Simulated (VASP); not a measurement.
# VASP 6.6.1 run: C

INCAR

```
IBRION = -1
LASPH = .TRUE.
ISIF = 2
NBANDS = 11
LREAL = .FALSE.
NSW = 0
LWAVE = .FALSE.
IMIX = 1
ISMEAR = 0
ALGO = Normal
METAGGA = R2SCAN
PREC = Accurate
AMIX = 0.4
ENCUT = 520
NELM = 120
EDIFF = 1E-7
SIGMA = 0.05
LCHARG = .FALSE.
```

KPOINTS

```
KPOINTS created by Atomic Simulation Environment
0
Gamma
12 12 12
0 0 0
```

POSCAR

```
C
 1.0000000000000000
     0.0000000000000000    1.7445216596999999    1.7880464072000000
     1.7445216596999999    0.0000000000000000    1.7880464072000000
     1.7445216596999999    1.7445216596999999    0.0000000000000000
 C
   2
Cartesian
  0.0000000000000000  0.0000000000000000  0.0000000000000000
  0.8722608298499999  0.8722608298499999  0.8940232036000000
```

The recommended PBE PAW datasets give the neutral cell 8 valence electrons.

Command

```
mpirun -np 1 vasp_std
```

OSZICAR

```
N       E                     dE             d eps       ncg     rms          rms(c)
DAV:   1    -0.310354323595E+01   -0.31035E+01   -0.49352E+03  3693   0.744E+02
DAV:   2    -0.216017849883E+02   -0.18498E+02   -0.17944E+02  4632   0.125E+02
DAV:   3    -0.219579893329E+02   -0.35620E+00   -0.35521E+00  4219   0.131E+01
DAV:   4    -0.219585403645E+02   -0.55103E-03   -0.55102E-03  3846   0.632E-01
DAV:   5    -0.219585409134E+02   -0.54890E-06   -0.54891E-06  4159   0.193E-02    0.541E+00
DAV:   6    -0.197252489458E+02    0.22333E+01   -0.28206E-01  3752   0.385E+00    0.405E+00
DAV:   7    -0.196527247219E+02    0.72524E-01   -0.56351E-02  3672   0.172E+00    0.254E+00
DAV:   8    -0.196281364293E+02    0.24588E-01   -0.16946E-02  3965   0.984E-01    0.162E+00
DAV:   9    -0.196207731288E+02    0.73633E-02   -0.50576E-03  3740   0.541E-01    0.104E+00
DAV:  10    -0.196187128361E+02    0.20603E-02   -0.15868E-03  3970   0.305E-01    0.666E-01
DAV:  11    -0.196181771681E+02    0.53567E-03   -0.50407E-04  3769   0.173E-01    0.427E-01
DAV:  12    -0.196180542423E+02    0.12293E-03   -0.16284E-04  3934   0.996E-02    0.274E-01
DAV:  13    -0.196180333859E+02    0.20856E-04   -0.53300E-05  3749   0.578E-02    0.175E-01
DAV:  14    -0.196180334683E+02   -0.82460E-07   -0.17732E-05  3883   0.338E-02    0.112E-01
DAV:  15    -0.196180357851E+02   -0.23168E-05   -0.59996E-06  3747   0.200E-02    0.711E-02
DAV:  16    -0.196180371791E+02   -0.13940E-05   -0.20656E-06  3784   0.120E-02    0.452E-02
DAV:  17    -0.196180377182E+02   -0.53914E-06   -0.72442E-07  3765   0.725E-03    0.286E-02
DAV:  18    -0.196180378216E+02   -0.10339E-06   -0.25846E-07  3703   0.443E-03    0.181E-02
DAV:  19    -0.196180377598E+02    0.61868E-07   -0.92191E-08  2114   0.272E-03
   1 F= -.19618038E+02 E0= -.19618038E+02  d E =-.404205E-21
```

Standard output (part)

```
POSCAR found type information on POSCAR C
 POSCAR found :  1 types and       2 ions
 LDA part: xc-table for (None), standard interpolation
 POSCAR, INCAR and KPOINTS ok, starting setup
 WAVECAR not read
 entering main loop
```

From OUTCAR

```
k-points           NKPTS =    163   k-points in BZ     NKDIM =    163   number of bands    NBANDS=     11

   NELECT =       8.0000    total number of electrons

   dimension x,y,z NGX =    20 NGY =   20 NGZ =   18
   dimension x,y,z NGXF=    40 NGYF=   40 NGZF=   36

  energy-cutoff  :      520.00
  volume of cell :       10.88
      direct lattice vectors                 reciprocal lattice vectors
     0.000000000  1.744521660  1.788046407    -0.286611517  0.286611517  0.279634800
     1.744521660  0.000000000  1.788046407     0.286611517 -0.286611517  0.279634800
     1.744521660  1.744521660  0.000000000     0.286611517  0.286611517 -0.279634800

 k-points in reciprocal lattice and weights: KPOINTS created by Atomic Simulation Env
   0.00000000  0.00000000  0.00000000       0.001
   0.08333333  0.00000000  0.00000000       0.005
   0.16666667  0.00000000  0.00000000       0.005
   0.25000000  0.00000000  0.00000000       0.005
   0.33333333  0.00000000  0.00000000       0.005
   0.41666667  0.00000000  0.00000000       0.005
   0.50000000  0.00000000  0.00000000       0.002
   0.08333333  0.08333333  0.00000000       0.001
   ...

 E-fermi :  10.7740

 k-point     1 :       0.0000    0.0000    0.0000
  band No.  band energies     occupation
      1     -12.9522      2.00000
      2      10.0502      2.00000
      3      10.4620      2.00000
      4      10.4620      2.00000
      5      16.1692      0.00000
      6      16.1692      0.00000
      7      16.5055      0.00000
      8      25.1382      0.00000
      9      31.3067      0.00000
     10      37.4106      0.00000
     11      38.7522      0.00000

 k-point     2 :       0.0833    0.0000    0.0000
  band No.  band energies     occupation
      1     -12.7456      2.00000
      2       8.9353      2.00000
      3       9.8508      2.00000
      4      10.1076      2.00000
      5      16.6500      0.00000
      6      16.7453      0.00000
      7      17.2118      0.00000
      8      25.3100      0.00000
      9      31.6550      0.00000
     10      35.4418      0.00000
     11      36.5712      0.00000

 k-point     3 :       0.1667    0.0000    0.0000
  band No.  band energies     occupation
      1     -12.1279      2.00000
      2       6.1916      2.00000
      3       9.0275      2.00000
      4       9.3508      2.00000
      5      17.6957      0.00000
      6      17.7205      0.00000
      7      18.4685      0.00000
      8      25.7975      0.00000
      9      32.3640      0.00000
     10      33.9466      0.00000
     11      34.7467      0.00000

 k-point     4 :       0.2500    0.0000    0.0000
  band No.  band energies     occupation
      1     -11.1085      2.00000
      2       3.1147      2.00000
      3       8.1995      2.00000
      4       8.5830      2.00000
      5      18.5245      0.00000
      6      18.6855      0.00000
      7      19.4053      0.00000
      8      26.4653      0.00000
      9      32.7409      0.00000
     10      33.8228      0.00000
     11      34.1865      0.00000

 k-point     5 :       0.3333    0.0000    0.0000
  band No.  band energies     occupation
      1      -9.7103      2.00000
      2       0.1085      2.00000
      3       7.5424      2.00000
      4       7.9804      2.00000
      5      18.9155      0.00000
      6      19.2641      0.00000
      7      19.9524      0.00000
      8      27.0537      0.00000
      9      33.0346      0.00000
     10      34.9790      0.00000
     11      35.0113      0.00000

 ...

  Total        1.8559049      1.8559049      0.0874845      0.0000000     -0.0000000      0.0000000
  in kB      273.2151589    273.2151589     12.8789359      0.0000000     -0.0000000      0.0000000
  external PRESSURE =     186.4364179 kB  Pullay stress =       0.0000000 kB

 POSITION                                       TOTAL-FORCE (eV/Angst)
 -----------------------------------------------------------------------------------
      0.00000      0.00000      0.00000         0.000000      0.000000      0.000000
      0.87226      0.87226      0.89402        -0.000000     -0.000000      0.000000
 -----------------------------------------------------------------------------------
    total drift:                                0.000000      0.000000      0.000000

  FREE ENERGIE OF THE ION-ELECTRON SYSTEM (eV)
  ---------------------------------------------------
  free  energy   TOTEN  =       -19.6180377598 eV

  energy  without entropy=      -19.6180377598  energy(sigma->0) =      -19.61803776
```

It converged. Results: gap between bands v and c on the k mesh 4.10 eV; least direct gap on the k mesh 5.71 eV; pressure 18.6 GPa. Band v is the last that the valence electrons fill when counted band by band, and c is the next.

For comparison, a separate r²SCAN run of the intended cell, on usual settings and not on those above, gives a gap of 4.10 eV on its mesh and a pressure of 18.6 GPa.

The run above took about 93 s on one core of a shared host (Intel Xeon Platinum 8488C) and held 0.13 GiB at most.
